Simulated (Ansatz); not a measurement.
# Cs: response to strain

Cs is deformed so: xy engineering shear strain of +3 %. What stress and forces result, by LAPW, PAW and all-electron datasets made for the crystal?

Computed with Ansatz 0.2.0 (DFT PBE, scalar-relativistic, unless a step's input says otherwise).

1 further run of the same task is left out (set aside as unsound or not needed).

### Step 1. The system as given

Symmetry: Pm-3m, No. 221, cubic system. The conventional cell has a = 5.021 Å, b = 5.021 Å, c = 5.021 Å, α = 90.00°, β = 90.00°, γ = 90.00°.

Coordinates:

```
CELL_PARAMETERS angstrom
5.02120 0.00000 0.00000
0.00000 5.02120 0.00000
0.00000 0.00000 5.02120
ATOMIC_POSITIONS crystal
Cs 0.00000 0.00000 0.00000
```

### Step 2. After the deformation

Space group Pm-3m before, Cmmm after.

### Step 3. LAPW, all electrons

Contents of input.yaml:

```yaml
crystal:
  lattice:
    - [5.0212038749, 0.0753180581, 0.0]
    - [0.0753180581, 5.0212038749, 0.0]
    - [0.0, 0.0, 5.0212038749]
  atoms:
    - { symbol: Cs, position: [0.0, 0.0, 0.0] }
kpoints:
  mp_grid: { grid: [11, 11, 11] }
scf:
  occupations: { method: fermi_dirac, width: 0.05 }
hamiltonian:
  xc: pbe
  pseudopotentials: { kind: all_electron, lapw: { basis_error: 0.0005 } }
output:
  forces: true
  stress: true
  eigenvalues: true
```

Launch:

```sh
ansatz run input.yaml --threads 1 --pin off --max-ram 2048MiB --backend cpu --events-out ev --progress --plain --runs-dir out
```

### Step 4. PAW with frozen cores

Edit input.yaml of step 3 so:

```diff
@@ -13,3 +13,3 @@
   xc: pbe
-  pseudopotentials: { kind: all_electron, lapw: { basis_error: 0.0005 } }
+  pseudopotentials: { kind: paw }
 output:
@@ -18 +18,6 @@
   eigenvalues: true
+  efg: { contact_densities: true }
+  write_density: true
+  write_potential: true
+  elf: true
+  volumetric_format: npy
```

### Step 5. Datasets made for this crystal

Edit input.yaml of step 4 so:

```diff
@@ -13,3 +13,3 @@
   xc: pbe
-  pseudopotentials: { kind: paw }
+  pseudopotentials: { kind: all_electron, datasets: crystal }
 output:
@@ -19,5 +19 @@
   efg: { contact_densities: true }
-  write_density: true
-  write_potential: true
-  elf: true
-  volumetric_format: npy
```

(Steps that only read results are left out.)

Q: Predict the outcome of this session. Wanted: pressure; largest shear or deviatoric stress.

As calculated:

| quantity | value |
| --- | --- |
| pressure | LAPW 0.02, PAW 0.02, crystal datasets 0.02 GPa |
| largest shear or deviatoric stress (LAPW) | 0.02 GPa |

The largest part of the stress beyond the pressure is 0.02 GPa in size, in the xy component. No run of the undeformed cell stands beside it, so the pressure holds what the given cell had before the change. PAW: stress within 0.01 GPa of LAPW. Crystal datasets: stress within 0.01 GPa of LAPW. Spin-orbit coupling is left out, though the cell holds Cs; in elements this heavy it can shift bands and gaps by tenths of an eV.
